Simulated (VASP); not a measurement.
# CaSe: convergence, self-consistent run

CaSe, I4mm (no. 107), 2 atoms in the cell. R2SCAN, spin-orbit coupling; PAW potentials Se, Ca_sv (PBE set). VASP 6.6.1. The cell is changed on purpose: last atom moved by 0.04 Å along z, cell strained by -1.0% along z.

Wanted: energy within 2 meV/atom; forces within 0.01 eV/Å.

What the run is for: forces; Accuracy asked: standard.

POSCAR:
```
CaSe
1.0
    0.0000000000      2.9560000000      2.9264400000
    2.9560000000      0.0000000000      2.9264400000
    2.9560000000      2.9560000000      0.0000000000
Se Ca
1 1
Direct
    0.5000000000      0.5000000000      0.5000000000
    0.0067659000      0.0067659000     -0.0067659000
```

The series start from Plane-wave cutoff (eV): 340; k-point mesh: 7 × 7 × 7; Precision mode (PREC): Accurate; Electronic threshold (eV): 1e-6; Bands in all (NBANDS): 36; Aspherical gradient terms in the spheres (LASPH): yes; Electronic algorithm: ALGO=Normal; Delay and inner steps: defaults; Density mixing: defaults. Each series keeps the choices made before it, and each single choice may use up half of a tolerance.

## Plane-wave cutoff (eV)

| Plane-wave cutoff (eV) | Energy less reference (meV/atom) | Forces, largest deviation (eV/Å) | SCF iterations | Time (s) |
|---|---|---|---|---|
| 260 | -7.6 | 0.003 | 21 | 296 |
| 300 | -1.7 | 0.003 | 18 | 242 |
| 340 | 0.8 | 0.000 | 19 | 625 |
| 400 | 1.9 | 0.001 | 17 | 527 |
| 480 | 1.2 | 0.000 | 18 | 818 |
| 600 (reference) | 0.0 | 0.000 | 17 | 854 |

## k-point mesh

| k-point mesh | Energy less reference (meV/atom) | Forces, largest deviation (eV/Å) | SCF iterations | Time (s) |
|---|---|---|---|---|
| 2 × 2 × 2 | 329.7 | 0.103 | 18 | 92 |
| 3 × 3 × 3 | 38.8 | 0.018 | 18 | 201 |
| 4 × 4 × 4 | 6.6 | 0.004 | 18 | 346 |
| 5 × 5 × 5 | 1.4 | 0.001 | 17 | 472 |
| 7 × 7 × 7 | 0.1 | 0.000 | 17 | 854 |
| 8 × 8 × 8 | 0.0 | 0.000 | 17 | 1244 |
| 10 × 10 × 10 (reference) | 0.0 | 0.000 | 17 | 2376 |

## Question

The rows run from the loosest to the tightest. For each series: choose the loosest value from which every tighter one stays within half of the tolerance.

## Answer

- Plane-wave cutoff (eV): 600, the tightest run, since the next looser one is off by more than half of the tolerance (convergence isn't shown beyond it)
- k-point mesh: 7 × 7 × 7

## All choices together

| Input | Energy less reference (meV/atom) | Forces, largest deviation (eV/Å) | Time (s) |
|---|---|---|---|
| the program's defaults (naive) | 0.9 | 0.003 | 23 |
| chosen settings | 0.1 | 0.000 | 854 |
| reference settings throughout | 0.0 | 0.000 | 2376 |

The chosen settings stay within the tolerance of the reference run, but the reference itself isn't shown to be converged in: Plane-wave cutoff (eV), Electronic threshold (eV), Bands in all (NBANDS).

Values of the reference run: Forces: 0, 0, 0.1573, 0, 0, -0.1573 eV/Å.

## The input

INCAR:
```
SYSTEM = CaSe
METAGGA = R2SCAN
LSORBIT = .TRUE.
MAGMOM = 0 0 0 0 0 0
LORBIT = 11
ISMEAR = 0
SIGMA = 0.03
LWAVE = .FALSE.
LCHARG = .FALSE.
ISIF = 2
PREC = Accurate
LASPH = .TRUE.
LREAL = .FALSE.
ALGO = Normal
EDIFF = 1E-6
NELM = 200
GGA_COMPAT = .FALSE.
ENCUT = 600
EFERMI = MIDGAP
LMIXTAU = .TRUE.
KPAR = 4
NBANDS = 36
```

KPOINTS:
```
Automatic mesh
0
Gamma
  7 7 7
  0 0 0
```

Commands:
```
cat potpaw_PBE.64/Se/POTCAR potpaw_PBE.64/Ca_sv/POTCAR > POTCAR
mpirun -np 4 vasp_ncl > vasp.out
```

The naive input happens to agree within the tolerance here, in 23 s.

The chosen input took VASP 6.6.1 854 s on 4 cores (Intel Xeon Platinum 8259CL @ 2.50GHz (Skylake/Cascade Lake)), a shared host.

## An input that fails: too few electronic steps

The electronic loop stops at its limit of 4 steps.

Changes against the starting input:
```
- NELM = 200
+ NELM = 4
```
